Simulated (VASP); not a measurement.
Wanted: the native input for a VASP 6.6.1 run.

- Task: single point
- Functional: PBEsol
- Potentials or basis: VASP PAW PBE potentials, release 64 (Sb)
- Cutoff: 520 eV
- k mesh: 14 × 10 × 10
- Occupations: gaussian, width 0.1 eV
- Spin: no spin polarisation
- Dipole correction: no
- Further INCAR settings: ALGO = Fast; EDIFF = 1e-06; NBANDS = 12

The structure of Sb lies in POSCAR:

```
Sb
1.0
    3.0637568998      0.0000000000      0.0126666375
    0.0000000000      4.3256139648      0.0000000000
   -0.0203108920      0.0000000000      4.3263950861
Sb
2
Direct
    0.9999275747      0.7500000000      0.7499782594
    0.0000724253      0.2500000000      0.2500217406
```

This isn't the form of Sb at room conditions, which is rhombohedral.

One way to write it, as run:

INCAR

```
SYSTEM = Sb
PREC = Accurate
ENCUT = 520
EDIFF = 1E-6
ISMEAR = 0
SIGMA = 0.1
LREAL = .FALSE.
LASPH = .TRUE.
NELM = 100
ALGO = Fast
ISIF = 2
LWAVE = .FALSE.
LCHARG = .FALSE.
GGA = PS
NBANDS = 12
```

KPOINTS

```
Automatic mesh
0
G
  14 10 10
  0 0 0
```

Potentials or basis: VASP PAW PBE potentials, release 64 (Sb).

Run with:

```sh
$ cat potpaw_PBE.64/Sb/POTCAR > POTCAR
$ mpirun -np 1 vasp_std > vasp.out
```

It gave:

```json
{
 "Pressure": "0.1 GPa",
 "Band gap on the k mesh": "none (metal or under the smearing width)"
}
```

Caveat: the PAW data sets were made with another functional, which shifts forces and pressure a little.

It took 120 s on 1 thread of AMD EPYC 7R13 Processor (Zen 3), on a shared host, peak memory 0.34 GiB.
